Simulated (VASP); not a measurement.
Write the native input for VASP 6.6.1 that does the following.

| Property | Result |
| --- | --- |
| Task | atomic charges |
| Functional | PBEsol |
| Potentials or basis | VASP PAW PBE potentials, release 64 (Sb) |
| Cutoff | 520 eV |
| k mesh | 9 × 9 × 5 |
| Occupations | gaussian, width 0.02 eV |
| Spin | no spin polarisation |
| Further INCAR settings | ALGO = Normal; EDIFF = 1e-06 |

The structure of Sb lies in POSCAR:

```
Sb
1.0
    0.0000000000     -2.3712425200     -2.3712425200
   -2.3712425200      0.0000000000     -2.3712425200
    2.3712425200      2.3712425200     -4.7424850400
Sb
2
Direct
    0.4898204400      0.4577360300      0.5601456900
    0.0101795600      0.0422639700      0.9398543100
```

The cell isn't the ideal one: all atoms moved at random, sigma 0.25 Å a component.

The input as run:

INCAR

```
ALGO     = Normal         # electronic algorithm
EDIFF    = 1E-6           # SCF threshold, eV
ENCUT    = 520            # plane-wave cutoff, eV
GGA      = PS             # functional
ISIF     = 2              # what is computed and relaxed
ISMEAR   = 0              # smearing method
LASPH    = True           # aspherical terms in the spheres
LCHARG   = False          # write CHGCAR
LORBIT   = 10             # projections on sites
LREAL    = False          # projectors in reciprocal space
LWAVE    = False          # write WAVECAR
NELM     = 80             # most SCF steps
PREC     = Accurate       # precision mode
SIGMA    = 0.02           # smearing width, eV
```

KPOINTS

```
k-points
0
Gamma
  9 9 5
```

Potentials or basis: VASP PAW PBE potentials, release 64 (Sb).

Run with:

```bash
$ cat potpaw_PBE.64/Sb/POTCAR > POTCAR
$ mpirun -np 1 vasp_std > vasp.out
```

It gave:

```json
{
  "Pressure": "10.1 GPa",
  "Largest force": "1.870 eV/Å",
  "Band gap on the k mesh": "none (metal or under the smearing width)",
  "Valence electrons inside the program's atomic spheres": "Sb 2.44"
}
```

Caveat: the PAW data sets were made with another functional, which shifts forces and pressure a little.

Run time: 34 s on 1 thread of Intel(R) Xeon(R) 6975P-C (Granite Rapids), on a shared host, peak memory 0.25 GiB.
